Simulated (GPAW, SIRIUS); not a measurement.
# Ag: 6 runs at one level of theory

```
Ag
1.0
     0.00000    2.04275    2.04275
     2.04275    0.00000    2.04275
     2.04275    2.04275    0.00000
Ag
1
Direct
  0.00000 0.00000 0.00000
```

Alike in all runs: task single point; functional PBE; k mesh 11 × 11 × 11; occupations fermi-dirac, width 0.05 eV; no spin polarisation; no spin-orbit coupling. Pressure is positive in compression and, in plane waves, holds the error of the finite cutoff.

```csv
program and potentials,plane-wave cutoff (eV),notes,pressure (GPa)
"SIRIUS, JTH 2.0 PBE (PAW)",557,11 valence electrons an atom on average,4.55
"SIRIUS, PseudoDojo 0.4 PBE stringent (scalar relativistic)",1127,19 valence electrons an atom on average,4.26
"SIRIUS, SSSP 1.3.0 PBE efficiency",828,19 valence electrons an atom on average,4.23
"SIRIUS, SPMS 1.0 PBE (norm-conserving)",1127,19 valence electrons an atom on average,4.57
"SIRIUS, GBRV 1.5 PBE (ultrasoft)",557,19 valence electrons an atom on average,2.67
"GPAW, GPAW PAW data sets (gpaw-data 1.2.1)",600,17 valence electrons an atom on average,4.33
```

The pressure spans 2.67 (SIRIUS, GBRV 1.5 PBE (ultrasoft)) to 4.57 GPa (SIRIUS, SPMS 1.0 PBE (norm-conserving)).

Differences between rows come from potentials, basis sets and numerical settings, since the functional is the same but for its coding. Runs on potential files found faulty are left out.
